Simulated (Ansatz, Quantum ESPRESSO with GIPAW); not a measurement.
# Reading a 29Si spectrum of SiC

A crystal of composition SiC (one database entry, not always the ambient form) has the 29Si spectrum and parameters below, calculated by GIPAW (PBEsol; shifts against TMS, scatter of the reference line 4 ppm; spans on the shift scale).

Simulated spectrum, 29Si MAS at 25 kHz, 16.4 T (138.8 MHz), lines broadened by 0.8 ppm; rigid lattice, with dipolar and J couplings left out: a single narrow line at -27.2 ppm.

```csv
line,δ_iso (ppm),relative area,span (ppm),skew
A,-27.2,1,1.9,-1.00
```

Q: What surrounds each Si site, and how symmetric is it?

A: skew ±1 point to an axis of order three or more.  The structure behind these values (space group P6_3mc; other structures could give like values):

```csv
line,surroundings,neighbours,bonds (Å),site symmetry
A,SiC4,4,1.88 to 1.90,3m
```

[Banner, clock, file and message-heading lines were taken out of the pw.x and gipaw.x logs.]

[Logs are printed without paths, hosts, clocks, repeated set-up lines and the standing remarks that a program may print on its own settings, such as how far it seeks lower states.]

[Hosts, paths, dates, database ids (printed as entryN), source tags and the programs' standing remarks are cut or masked in the printed files.]
